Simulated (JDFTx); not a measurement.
# InP (F-43m) in JDFTx: settings compared

One crystal, InP, is run at these levels: PBE, LDA, PBEsol, RPBE; tasks: single point.

Everything below comes from runs of JDFTx 1.7.0 (patched build). Logs are shortened: lines on timing, memory, paths and dates and some standing lists are left out, and cuts for length are marked. The log counts tension as positive stress, the text compression.

**The experiment to reproduce.**

From a printed reference work, data compilation, for a bulk crystal of InP at 1.6 K: band gap 1.4236 eV (direct).

How close the calculation comes is told below.

## (1) Starting point

The structure is cubic, space group F-43m (No. 216). Conventional cell: a = 5.861 Å, b = 5.861 Å, c = 5.861 Å, α = 90.00°, β = 90.00°, γ = 90.00°. In (site symmetry -43m) is surrounded by 4 P at 2.54 Å. Around P (site symmetry -43m) lie 4 In at 2.54 Å.

## (2) Single point, PBE

InP.in reads:

```
lattice \
    0.0000000000     5.5378424082     5.5378424082 \
    5.5378424082     0.0000000000     5.5378424082 \
    5.5378424082     5.5378424082     0.0000000000
coords-type Lattice
ion In     0.0000000000     0.0000000000     0.0000000000 1
ion P      0.7500000000     0.7500000000     0.7500000000 1

ion-species pseudo/In.upf
ion-species pseudo/P.upf
elec-cutoff 35 280
elec-ex-corr gga-PBE
kpoint-folding 8 8 8
elec-smearing Fermi 0.0018374661
elec-n-bands 15
electronic-SCF nIterations 100 energyDiffThreshold 1e-09
electronic-minimize nIterations 30 energyDiffThreshold 1e-7
converge-empty-states yes
forces-output-coords Cartesian

dump-name run.$VAR
dump End Ecomponents EigStats BandEigs Kpoints Forces Stress ElecDensity Dtot KEdensity
```

Potentials or basis: PseudoDojo-SR-PBE-0.5-standard with smoothed tails.

Run with:

```sh
jdftx -c 1 -i InP.in -o InP.out
```

Standard output:

```text
*************** JDFTx 1.7.0 (patched build) ***************

Input parsed successfully to the following command list (including defaults):
[... the input with its defaults ...]

---------- Setting up symmetries ----------

Found 48 point-group symmetries of the bravais lattice
Found 24 space-group symmetries with basis
Applied RMS atom displacement 0 bohrs to make symmetries exact.

---------- Initializing the Grid ----------
R =
[            0      5.53784      5.53784  ]
[      5.53784            0      5.53784  ]
[      5.53784      5.53784            0  ]
unit cell volume = 339.666
G =
[  -0.567295   0.567295   0.567295  ]
[   0.567295  -0.567295   0.567295  ]
[   0.567295   0.567295  -0.567295  ]
Minimum fftbox size, Smin = [  60  60  60  ]
Chosen fftbox size, S = [  60  60  60  ]

---------- Initializing tighter grid for wavefunction operations ----------
R =
[            0      5.53784      5.53784  ]
[      5.53784            0      5.53784  ]
[      5.53784      5.53784            0  ]
unit cell volume = 339.666
G =
[  -0.567295   0.567295   0.567295  ]
[   0.567295  -0.567295   0.567295  ]
[   0.567295   0.567295  -0.567295  ]
Minimum fftbox size, Smin = [  44  44  44  ]
Chosen fftbox size, S = [  48  48  48  ]

---------- Exchange Correlation functional ----------
Initalized PBE GGA exchange.
Initalized PBE GGA correlation.

---------- Setting up pseudopotentials ----------
Width of ionic core gaussian charges (only for fluid interactions / plotting) set to 0

Reading pseudopotential file 'pseudo/In.upf':
  'In' pseudopotential, 'PBE' functional
  Generated using ONCVPSP code by D. R. Hamann
  13 valence electrons, 3 orbitals, 6 projectors, 1001 radial grid points, with lMax = 2
    4D    l: 2   occupation: 10.0   eigenvalue: -0.684392
    5S    l: 0   occupation:  2.0   eigenvalue: -0.301765
    5P    l: 1   occupation:  1.0   eigenvalue: -0.092561
  Core radius for overlap checks: 2.17 bohrs.

Reading pseudopotential file 'pseudo/P.upf':
  'P' pseudopotential, 'PBE' functional
  Generated using ONCVPSP code by D. R. Hamann
  5 valence electrons, 2 orbitals, 6 projectors, 1001 radial grid points, with lMax = 2
    3S    l: 0   occupation:  2.0   eigenvalue: -0.513364
    3P    l: 1   occupation:  3.0   eigenvalue: -0.202372
  Core radius for overlap checks: 1.66 bohrs.

Initialized 2 species with 2 total atoms.

Folded 1 k-points by 8x8x8 to 512 k-points.

---------- Setting up k-points, bands, fillings ----------
Adding inversion symmetry to k-mesh for non-inversion-symmetric unit cell.
Reduced to 29 k-points under symmetry.
Computing the number of bands and number of electrons
Calculating initial fillings.
nElectrons:  18.000000   nBands: 15   nStates: 29

----- Setting up reduced wavefunction bases (one per k-point) -----
average nbasis = 3359.189 , ideal nbasis = 3359.293

---------- Setting up ewald sum ----------
Optimum gaussian width for ewald sums = 2.515192 bohr.
Real space sum over 1331 unit cells with max indices [  5  5  5  ]
Reciprocal space sum over 2197 terms with max indices [  6  6  6  ]

---------- Allocating electronic variables ----------
Initializing wave functions:  linear combination of atomic orbitals
Note: number of bands (15) exceeds available atomic orbitals (13)
In pseudo-atom occupations:   s ( 2 )  p ( 1 )  d ( 10 )
P pseudo-atom occupations:   s ( 2 )  p ( 3 )
	FillingsUpdate:  mu: +0.303581995  nElectrons: 18.000000
LCAOMinimize: Iter:   0  F: -63.2356406751983329  |grad|_K:  3.143e-03  alpha:  1.000e+00
	FillingsUpdate:  mu: +0.282928409  nElectrons: 18.000000
LCAOMinimize: Iter:   1  F: -63.2517033009424665  |grad|_K:  7.368e-05  alpha:  4.792e-01  linmin: -2.920e-01  cgtest:  8.215e-01
LCAOMinimize: Encountered beta<0, resetting CG.
	FillingsUpdate:  mu: +0.282570475  nElectrons: 18.000000
LCAOMinimize: Iter:   2  F: -63.2517134095928384  |grad|_K:  1.932e-05  alpha:  5.708e-01  linmin: -2.039e-05  cgtest:  2.614e-03
	FillingsUpdate:  mu: +0.282701696  nElectrons: 18.000000
LCAOMinimize: Iter:   3  F: -63.2517143596054865  |grad|_K:  1.282e-06  alpha:  7.800e-01  linmin: -5.424e-03  cgtest:  1.010e-02
	FillingsUpdate:  mu: +0.282699197  nElectrons: 18.000000
LCAOMinimize: Iter:   4  F: -63.2517143647948501  |grad|_K:  6.845e-08  alpha:  9.664e-01  linmin:  2.545e-04  cgtest: -2.861e-02
LCAOMinimize: Converged (|Delta F|<1.000000e-06 for 2 iters).

-------- Electronic minimization -----------
Will mix electronic density at each iteration.
	FillingsUpdate:  mu: +0.282699197  nElectrons: 18.000000
	FillingsUpdate:  mu: +0.272974761  nElectrons: 18.000000
SCF: Cycle:  0   F: -63.289118244098368   dF: -3.740e-02   |Residual|: 4.371e-02   |deigs|: 1.516e-01
	FillingsUpdate:  mu: +0.273413599  nElectrons: 18.000000
SCF: Cycle:  1   F: -63.289906158587897   dF: -7.879e-04   |Residual|: 2.518e-02   |deigs|: 9.182e-03
	FillingsUpdate:  mu: +0.275562674  nElectrons: 18.000000
SCF: Cycle:  2   F: -63.290026736866004   dF: -1.206e-04   |Residual|: 3.521e-03   |deigs|: 3.646e-03
	FillingsUpdate:  mu: +0.276076125  nElectrons: 18.000000
SCF: Cycle:  3   F: -63.290039868126676   dF: -1.313e-05   |Residual|: 1.746e-03   |deigs|: 1.203e-03
	FillingsUpdate:  mu: +0.276597529  nElectrons: 18.000000
SCF: Cycle:  4   F: -63.290043956934063   dF: -4.089e-06   |Residual|: 7.048e-04   |deigs|: 6.878e-04
	FillingsUpdate:  mu: +0.276610896  nElectrons: 18.000000
SCF: Cycle:  5   F: -63.290045111172248   dF: -1.154e-06   |Residual|: 1.814e-04   |deigs|: 5.623e-04
	FillingsUpdate:  mu: +0.276678217  nElectrons: 18.000000
SCF: Cycle:  6   F: -63.290045856534284   dF: -7.454e-07   |Residual|: 6.048e-05   |deigs|: 4.558e-04
	FillingsUpdate:  mu: +0.276680868  nElectrons: 18.000000
SCF: Cycle:  7   F: -63.290046230739868   dF: -3.742e-07   |Residual|: 1.951e-05   |deigs|: 4.589e-04
	FillingsUpdate:  mu: +0.276682807  nElectrons: 18.000000
SCF: Cycle:  8   F: -63.290046368996272   dF: -1.383e-07   |Residual|: 1.252e-05   |deigs|: 3.788e-04
	FillingsUpdate:  mu: +0.276683175  nElectrons: 18.000000
SCF: Cycle:  9   F: -63.290046455957913   dF: -8.696e-08   |Residual|: 5.180e-06   |deigs|: 5.765e-04
	FillingsUpdate:  mu: +0.276683446  nElectrons: 18.000000
SCF: Cycle: 10   F: -63.290046482618862   dF: -2.666e-08   |Residual|: 6.239e-06   |deigs|: 4.051e-04
	FillingsUpdate:  mu: +0.276683482  nElectrons: 18.000000
SCF: Cycle: 11   F: -63.290046498030996   dF: -1.541e-08   |Residual|: 1.977e-06   |deigs|: 3.899e-04
	FillingsUpdate:  mu: +0.276683684  nElectrons: 18.000000
SCF: Cycle: 12   F: -63.290046503237249   dF: -5.206e-09   |Residual|: 9.083e-07   |deigs|: 3.143e-04
	FillingsUpdate:  mu: +0.276683729  nElectrons: 18.000000
SCF: Cycle: 13   F: -63.290046505495383   dF: -2.258e-09   |Residual|: 6.047e-07   |deigs|: 7.868e-04
	FillingsUpdate:  mu: +0.276683790  nElectrons: 18.000000
SCF: Cycle: 14   F: -63.290046506564991   dF: -1.070e-09   |Residual|: 7.399e-07   |deigs|: 2.826e-04
	FillingsUpdate:  mu: +0.276683916  nElectrons: 18.000000
SCF: Cycle: 15   F: -63.290046506905909   dF: -3.409e-10   |Residual|: 6.041e-07   |deigs|: 9.116e-05
	FillingsUpdate:  mu: +0.276683836  nElectrons: 18.000000
SCF: Cycle: 16   F: -63.290046507129404   dF: -2.235e-10   |Residual|: 4.322e-07   |deigs|: 6.009e-05
SCF: Converged (|Delta E|<1.000000e-09 for 2 iters).

Setting wave functions to eigenvectors of Hamiltonian
Converging empty states (this may take a while):
EmptyStates: None of the convergence criteria satisfied.
|deigs|: 6.947e-04

# Stress tensor in Cartesian coordinates [Eh/a0^3]:
[ -0.000115851            0            0  ]
[            0 -0.000115851            0  ]
[            0            0 -0.000115851  ]

# Ionic positions in lattice coordinates:
ion In   0.000000000000000   0.000000000000000   0.000000000000000 1
ion P   0.750000000000000   0.750000000000000   0.750000000000000 1

# Forces in Cartesian coordinates:
force In   0.000000000000000  -0.000000000000000  -0.000000000000000 1
force P  -0.000000000000000  -0.000000000000000   0.000000000000000 1

# Energy components:
   Eewald =      -44.8602020983078873
       EH =       18.4130082595044442
     Eloc =      -55.4355712598240444
      Enl =      -13.8153371061775943
      Exc =      -22.1156725252611253
 Exc_core =       10.1036139918279897
       KE =       44.4201144143931117
-------------------------------------
     Etot =      -63.2900463238451039
       TS =        0.0000001832843005
-------------------------------------
        F =      -63.2900465071294036

IonicMinimize: Iter:   0  F: -63.290046507129404  |grad|_K:        nan
IonicMinimize: None of the convergence criteria satisfied after 0 iterations.

#--- Lowdin population analysis ---
# oxidation-state In +0.325
# oxidation-state P -0.289

Dumping 'run.eigStats' ...
	eMin: -0.267528 at state 20 ( [ +0.000000 +0.500000 +0.500000 ] spin 0 )
	HOMO: +0.262462 at state 0 ( [ +0.000000 +0.000000 +0.000000 ] spin 0 )
	mu  : +0.276684
	LUMO: +0.288603 at state 0 ( [ +0.000000 +0.000000 +0.000000 ] spin 0 )
	eMax: +0.680836 at state 24 ( [ +0.125000 +0.375000 +0.500000 ] spin 0 )
	HOMO-LUMO gap: +0.026141
	Optical gap  : +0.026141 at state 0 ( [ +0.000000 +0.000000 +0.000000 ] spin 0 )
WARNING: the last solve of the electrons (or of bands or displaced states from it) ended unconverged.
Done!
[note: mu as printed may lie anywhere between the filled and the empty levels]
```

It took 2.5 min on 1 thread of Arm Neoverse V1, shared host; peak memory 0.13 GiB.

What came out:

```yaml
Free_energy: -1722.2099 eV
Pressure: 3.4 GPa
Band_gap_on_the_k_mesh: 0.71 eV, direct
Loewdin_charges: In +0.33; P -0.29 e
```

Levels at points of the mesh, in eV from the valence-band top:
| k point | band 7 | band 8 | band 9 | band 10 | band 11 |
| --- | --- | --- | --- | --- | --- |
| (0.00, 0.00, 0.00) | 0.00 | 0.00 | 0.00 | 0.71 | 4.09 |
| (0.00, 0.00, 0.50) | -5.73 | -0.97 | -0.97 | 1.50 | 4.81 |
| (0.00, 0.50, 0.50) | -5.75 | -2.32 | -2.32 | 1.76 | 2.27 |

Caveat: the empty levels aren't tightly converged; spin-orbit coupling is left out, which moves the levels of the heavy elements.

## (3) Single point, LDA

Edit InP.in of step 2 so:

```diff
@@ -4,5 +4,5 @@
     5.5378424082     5.5378424082     0.0000000000
-coords-type Lattice
+coords-type Cartesian
 ion In     0.0000000000     0.0000000000     0.0000000000 1
-ion P      0.7500000000     0.7500000000     0.7500000000 1
+ion P      8.3067636123     8.3067636123     8.3067636123 1
 
@@ -11,3 +11,3 @@
 elec-cutoff 35 280
-elec-ex-corr gga-PBE
+elec-ex-corr lda-PW
 kpoint-folding 8 8 8
```

Potentials or basis: PseudoDojo-SR-LDA-0.4.1-standard with smoothed tails.

Run with:

```sh
jdftx -c 1 -i InP.in -o InP.out
```

It took 2.3 min on 1 thread of Arm Neoverse V1, shared host; peak memory 0.13 GiB.

It converged, with:

| Quantity | Value |
| --- | --- |
| Free energy | -1725.4224 eV |
| Pressure | -1.3 GPa |
| Band gap on the k mesh | 0.49 eV, direct |
| Loewdin charges | In +0.27; P -0.23 e |

Levels at points of the mesh, in eV from the valence-band top:
```
           k point  band 6  band 7  band 8  band 9  band 10  band 11
(0.00, 0.00, 0.00)  -11.56    0.00    0.00    0.00     0.49     3.97
(0.00, 0.00, 0.50)   -9.81   -5.84   -0.99   -0.99     1.31     4.70
(0.00, 0.50, 0.50)   -9.14   -5.88   -2.36   -2.36     1.61     2.12
```

Caveat: the empty levels aren't tightly converged; spin-orbit coupling is left out, which moves the levels of the heavy elements.

(Continued in part 2 of 2.)
